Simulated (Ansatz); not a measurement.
# C₂H₄O₂: energies up the ladder

The task, for C₂H₄O₂: energies up the ladder.

Computed with Ansatz 0.2.0 (the levels named in each step, unless a step's input says otherwise).

## (1) The starting structure

Bond lengths: C1–C2 1.512 Å, C2–O3 1.194 Å, C2–O4 1.348 Å, C1–H5 1.086 Å, C1–H6 1.086 Å, C1–H7 1.092 Å, O4–H8 0.966 Å. Angles: C1–C2–O3 124.7°, C1–C2–O4 114.5°, O3–C2–O4 120.8°, C2–C1–H5 109.6°, C2–C1–H6 110.1°, C2–C1–H7 109.8°, H5–C1–H6 109.3°, H5–C1–H7 109.2°, H6–C1–H7 108.8°, C2–O4–H8 112.6°.

Coordinates:

```xyz
8

C     1.3527   -0.5012    0.1045
C    -0.0220    0.1141   -0.0287
O    -0.2316    1.2528   -0.3210
O    -1.0399   -0.7364    0.2108
H     2.1089    0.2478   -0.1092
H     1.4960   -0.8790    1.1126
H     1.4567   -1.3291   -0.6003
H    -0.7356   -1.6252    0.4359
```

## (2) A rough first relaxation, PBE-D4/def2-SVPD

The input, input.yaml:

```yaml
crystal:
  periodic: [false, false, false]
  atoms:
    - { symbol: C, position_ang: [1.35268, -0.50122, 0.10449] }
    - { symbol: C, position_ang: [-0.02195, 0.11411, -0.02869] }
    - { symbol: O, position_ang: [-0.23156, 1.25279, -0.32104] }
    - { symbol: O, position_ang: [-1.03995, -0.73643, 0.21082] }
    - { symbol: H, position_ang: [2.10887, 0.24778, -0.10916] }
    - { symbol: H, position_ang: [1.49601, -0.87902, 1.11261] }
    - { symbol: H, position_ang: [1.45668, -1.32905, -0.60026] }
    - { symbol: H, position_ang: [-0.73563, -1.62523, 0.43593] }
basis:
  gaussian: { orbitals: def2-SVPD }
hamiltonian:
  xc: pbe
  dispersion: d4
relax:
  f_tol: 0.03
  max_steps: 200
```

Run with:

```
> ansatz run input.yaml --threads 4 --pin off --max-ram 10240MiB --backend cpu --events-out ev --progress --plain --runs-dir out
```

The runs that follow: Relaxation, PBE0-D4/def2-TZVPPD; Frequencies, PBE0-D4/def2-TZVPPD; Single point, PBE-D4/def2-TZVPPD; Single point, r2SCAN-D4/def2-TZVPPD; Single point, B3LYP-D4/def2-TZVPPD; Single point, wB97M-V/def2-TZVPPD; Single point, B2PLYP/def2-TZVPPD; Single point, LDA/def2-TZVPPD; Single point, PBE0-D4/def2-SVPD; Single point, PBE-D4/def2-SVPD; Single point, CCSD(T)/def2-TZVPPD; Single point, MP2/def2-QZVPPD.

Before running it: what results should come out? Wanted: C1–C2 at PBE0-D4/def2-TZVPPD; C2–O3 at PBE0-D4/def2-TZVPPD; C2–O4 at PBE0-D4/def2-TZVPPD; frequencies at PBE0-D4/def2-TZVPPD; energy at CCSD(T)/CBS.

**Answer**, as computed:

```
                          quantity             value
      C1–C2 at PBE0-D4/def2-TZVPPD           1.505 Å
      C2–O3 at PBE0-D4/def2-TZVPPD           1.194 Å
      C2–O4 at PBE0-D4/def2-TZVPPD           1.352 Å
frequencies at PBE0-D4/def2-TZVPPD  102 to 3865 cm⁻¹
             energy at CCSD(T)/CBS      -6227.759 eV
```

**Reading.** No mode is imaginary, so the geometry is a minimum. These totals serve in differences with atoms or fragments at the same level; alone they don't rank the methods.
